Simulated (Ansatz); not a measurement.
## GeTe (R3m, No. 160, 2 atoms in the cell)

These are r²SCAN+rVV10 (Ansatz, an electronic-structure program, PAW) values and carry that method's errors.

Settings: plane-wave cutoff 560 eV, 10×10×10 k mesh, Fermi–Dirac smearing 0.01 eV, scalar-relativistic PAW data made under PBE.

Cell (relaxed at this level):

```
CELL_PARAMETERS angstrom
      2.08583     1.20425     3.60271
     -2.08583     1.20425     3.60271
      0.00000    -2.40851     3.60271
ATOMIC_POSITIONS crystal
  Ge 0.99447 0.99447 0.99447
  Te 0.52654 0.52654 0.52654
```

For GeTe (R3m, No. 160, 2 atoms in the cell), the band gap is 0.59 eV (on the SCF k mesh) and the Γ–Γ gap is 4.73 eV.

Note: the relaxation could not lower the start's symmetry, so the cell can be a saddle point above a distorted one.

Spin–orbit coupling is not included; with these elements it can move the gap by several tenths of an eV or more.
